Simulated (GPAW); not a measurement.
Set up this calculation in GPAW 26.7.0, as an ASE script.

| Quantity | Value |
| --- | --- |
| Task | single point |
| Functional | PBE |
| Potentials or basis | GPAW PAW data sets (gpaw-data 1.2.1) |
| Cutoff | 800 eV |
| Basis | pw |
| k mesh | 11 × 11 × 11 |
| Occupations | fermi-dirac, width 0.05 eV |
| Spin | no spin polarisation |
| Maxiter | 150 |

The system is O.

```
CELL_PARAMETERS angstrom
1.42335 0.82177 3.40830
-1.42335 0.82177 3.40830
0.00000 -1.64354 3.40830
ATOMIC_POSITIONS crystal
O 0.01591 0.18772 0.05968
O 0.98409 0.81228 0.94032
```

The cell isn't the ideal one: all atoms moved at random, sigma 0.4 Å a component.

These files were run (other wordings do the same):

run.py

```python
from ase import Atoms
from ase.dft.bandgap import bandgap
from ase.io import write
from ase.units import Bohr, GPa
from gpaw import GPAW, PW
from gpaw.elf import elf_from_dft_calculation

atoms = Atoms(['O', 'O'],
              cell=[[1.42334902, 0.82177094, 3.4083],
                    [-1.42334902, 0.82177094, 3.4083],
                    [0.0, -1.64354188, 3.4083]],
              scaled_positions=[[0.01591136, 0.18772127, 0.05968198],
                                [0.98408864, 0.81227873, 0.94031802]],
              pbc=True)

calc = GPAW(mode=PW(800),
            xc='PBE',
            kpts={'size': (11, 11, 11), 'gamma': True},
            occupations={'name': 'fermi-dirac', 'width': 0.05},
            nbands=14,
            convergence={'density': 1e-05, 'energy': 1e-05},
            maxiter=150,
            txt='gpaw.txt')
atoms.calc = calc
energy = atoms.get_potential_energy()
forces = atoms.get_forces()
stress = atoms.get_stress()
calc.write('gs.gpw')
write('result.traj', atoms)
print(f'Energy: {energy:.6f} eV')
print('Forces (eV/A):')
print(forces.round(4))
print('Stress (GPa):', (stress / GPa).round(3))
print('Fermi level:', round(calc.get_fermi_level(), 4), 'eV')
print(f'Gap: {bandgap(calc)[0]:.4f} eV, direct: {bandgap(calc, direct=True)[0]:.4f} eV')

# fields on the real-space grid
write('density.cube', atoms, data=calc.get_pseudo_density() * Bohr**3)
write('potential.cube', atoms, data=calc.get_electrostatic_potential())
write('elf.cube', atoms, data=elf_from_dft_calculation(calc).data)
```

Potentials or basis: GPAW PAW data sets (gpaw-data 1.2.1), pw.

Command:

```sh
$ OMP_NUM_THREADS=1 python run.py
```

It gave:

The pressure is -22.7 GPa, the largest force is 2.934 eV/Å and the band gap on the k mesh is none (metal or under the smearing width).

Caveat: spin is off for a triplet molecule; so large a pressure means that the cell lies far from this level's equilibrium, or that cutoff or potentials fall short; forces of over 1 eV/Å show positions far from the minimum, so gaps and moduli don't describe the material at rest.

Run time: 2.4 min on 1 thread of Intel(R) Xeon(R) Platinum 8488C (Sapphire Rapids), with other jobs on the host, peak memory 0.48 GiB.
